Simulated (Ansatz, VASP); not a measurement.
# Al2O3: VASP beside Ansatz

```
Al O
1.0
     3.18546    0.00000    0.00000
    -1.59273    2.75869    0.00000
     0.00000    0.00000    6.79685
Al O
2 3
Direct
  0.00000 0.00000 0.27795
  0.00000 0.00000 0.72205
  0.33333 0.66667 0.19945
  0.66667 0.33333 0.80055
  0.00000 0.00000 0.50000
```

Alike in both runs: task single point; functional LDA; k mesh 12 × 12 × 4; occupations gaussian, width 0.05 eV; no spin polarisation.

```csv
,VASP,Ansatz
version,VASP 6.6.1,Ansatz 0.2.0
potentials or method,"VASP PAW LDA potentials, release 64 (Al, O)","scalar-relativistic, plane waves, PAW"
plane-wave cutoff (eV),520,420
valence electrons in the cell,24,24
```

Ansatz gave:

* gap on the k mesh at the Fermi level (eV): 3.19
* least direct gap on the mesh (eV): 3.57
* pressure (GPa): 3.6
* largest component of the traceless stress (GPa): 57.78
* rms of the force components (eV/Å): 2.894

Q: What did VASP give for the same quantities?

A: gap on the k mesh at the Fermi level (eV): 3.18; least direct gap on the mesh (eV): 3.55; pressure (GPa): 4.7; largest component of the traceless stress (GPa): 59.49; rms of the force components (eV/Å): 3.013.

Atom by atom the forces differ by 0.120 eV/Å (rms over components).

Caveats: forces of over 1 eV/Å show positions far from the minimum, so gaps and moduli don't describe the material at rest. A k mesh can miss the band edges.
